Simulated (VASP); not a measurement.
Here is a VASP 6.6.1 calculation.

INCAR

```
PREC     = Accurate       # precision mode
ENCUT    = 520            # plane-wave cutoff, eV
EDIFF    = 1E-6           # SCF threshold, eV
ISMEAR   = -1             # smearing method
SIGMA    = 0.05           # smearing width, eV
LREAL    = False          # projectors in reciprocal space
LASPH    = True           # aspherical terms in the spheres
NELM     = 80             # most SCF steps
ALGO     = Normal         # electronic algorithm
ISIF     = 2              # what is computed and relaxed
LWAVE    = False          # write WAVECAR
LCHARG   = False          # write CHGCAR
GGA      = PE             # functional
NBANDS   = 50             # bands
```

The input KPOINTS:

```
regular mesh
0
Gamma
  3 6 6
```

The input POSCAR:

```
SnSe
1.0
   11.4200000000      0.0000000000      0.0000000000
    0.0000000000      4.1900000000      0.0000000000
    0.0000000000      0.0000000000      4.4600000000
Sn Se
4 4
Direct
    0.8770000000      0.7500000000      0.9090000000
    0.6230000000      0.2500000000      0.4090000000
    0.3770000000      0.7500000000      0.5910000000
    0.1230000000      0.2500000000      0.0910000000
    0.6430000000      0.7500000000      0.9840000000
    0.8570000000      0.2500000000      0.4840000000
    0.1430000000      0.7500000000      0.5160000000
    0.3570000000      0.2500000000      0.0160000000
```

File KPOINTS_OPT:

```
path GXSYGZURTZ,YT,UX,SR
10
line-mode
reciprocal
 0.0000000000  0.0000000000  0.0000000000  G
 0.0000000000  0.5000000000  0.0000000000  X

 0.0000000000  0.5000000000  0.0000000000  X
 0.0000000000  0.5000000000  0.5000000000  S

 0.0000000000  0.5000000000  0.5000000000  S
 0.0000000000  0.0000000000  0.5000000000  Y

 0.0000000000  0.0000000000  0.5000000000  Y
 0.0000000000  0.0000000000  0.0000000000  G

 0.0000000000  0.0000000000  0.0000000000  G
 0.5000000000  0.0000000000  0.0000000000  Z

 0.5000000000  0.0000000000  0.0000000000  Z
 0.5000000000  0.5000000000  0.0000000000  U

 0.5000000000  0.5000000000  0.0000000000  U
 0.5000000000  0.5000000000  0.5000000000  R

 0.5000000000  0.5000000000  0.5000000000  R
 0.5000000000  0.0000000000  0.5000000000  T

 0.5000000000  0.0000000000  0.5000000000  T
 0.5000000000  0.0000000000  0.0000000000  Z

 0.0000000000  0.0000000000  0.5000000000  Y
 0.5000000000  0.0000000000  0.5000000000  T

 0.5000000000  0.5000000000  0.0000000000  U
 0.0000000000  0.5000000000  0.0000000000  X

 0.0000000000  0.5000000000  0.5000000000  S
 0.5000000000  0.5000000000  0.5000000000  R
```

Potentials or basis: VASP PAW PBE potentials, release 54 (Sn_d, Se).

The run is started by

```bash
$ cat potpaw_PBE.54/Sn_d/POTCAR potpaw_PBE.54/Se/POTCAR > POTCAR
$ mpirun -np 1 vasp_std > vasp.out
```

Question: Estimate the band gap along the path.

Answer: 0.54 eV, indirect (least direct gap 0.70 eV).

Question: Estimate the band gap on the k mesh.

Answer: 0.54 eV, indirect (least direct gap 0.70 eV).

Question: Estimate the largest force.

Answer: 0.326 eV/Å.

Question: Estimate the pressure.

Answer: 2.4 GPa.

Stress tensor (GPa, compression positive):
```
4.27 0.00 0.00
0.00 1.61 0.00
0.00 0.00 1.39
```

Caveat: spin-orbit coupling is left out, which moves the levels of the heavy elements.

**Measured values to compare with.**

“Linear dichroism of the optical properties of SnS and SnSe van der Waals crystals”, 2024, arxiv:2409.17412 reports, for a bulk crystal of SnSe at 300 K: band gap 0.89 eV (indirect).

Against the measured gap of SnSe, 0.89 eV (indirect; 300 K; “Linear dichroism of the optical properties of SnS and SnSe van der Waals crystals”, 2024, arxiv:2409.17412), the calculated 0.54 eV is off by -0.35 eV. 2 values of this kind are on record (0.89 to 0.99 eV); this one was drawn at random. Spin-orbit coupling on Se, Sn is left out. The value is that of PBE, without temperature or zero-point motion. Semilocal functionals fall short of measured gaps as a rule.
